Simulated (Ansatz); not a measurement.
The system is Zr.

```
Zr
1.0
     3.23200    0.00000    0.00000
    -1.61600    2.79899    0.00000
     0.00000    0.00000    5.14700
Zr
2
Cartesian
  1.6160 0.9330 3.8603
  0.0000 1.8660 1.2868
```

Base run:

* Program: Ansatz 0.2.0
* Functional: PBEsol
* Potentials or basis: all-electron LAPW, scalar-relativistic
* Cutoff: 174 eV (chosen from the basis error)
* Basis error allowed: 0.001 eV/atom
* k mesh: 9 × 9 × 5
* Occupations: fermi-dirac, width 0.05 eV
* Spin: no spin polarisation

Its results: pressure -3.3 GPa.

Q: The run is repeated on the same cell with these changes: functional from PBEsol to RPBE. What comes out?

A: Pressure 2.7 GPa.

RPBE binds less tightly than PBEsol, so the same cell stands under more pressure.
